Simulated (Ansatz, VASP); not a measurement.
**Zr: VASP beside Ansatz**

```xyz
1
Lattice="2.9447 0.0000 0.0000 0.0000 2.9447 0.0000 0.0000 0.0000 2.9447" Properties=species:S:1:pos:R:3 pbc="T T T"
Zr    0.0000    0.0000    0.0000
```

Change from the starting cell: volume scaled by 1.025.

Alike in both runs: task single point; functional PBE; k mesh 13 × 13 × 13; occupations fermi-dirac, width 0.05 eV; no spin polarisation.

|  | VASP | Ansatz |
| --- | --- | --- |
| version | VASP 6.6.1 | Ansatz 0.2.0 |
| potentials or method | VASP PAW PBE potentials, release 64 (Zr_sv), cutoff 520 eV | all-electron LAPW, scalar-relativistic |

|  | VASP | Ansatz | Ansatz less VASP |
| --- | --- | --- | --- |
| pressure (GPa) | -1.7 | -1.7 | -0.02 |

Ansatz ran all-electron here, so the differences hold the error of VASP's frozen core and of both bases.
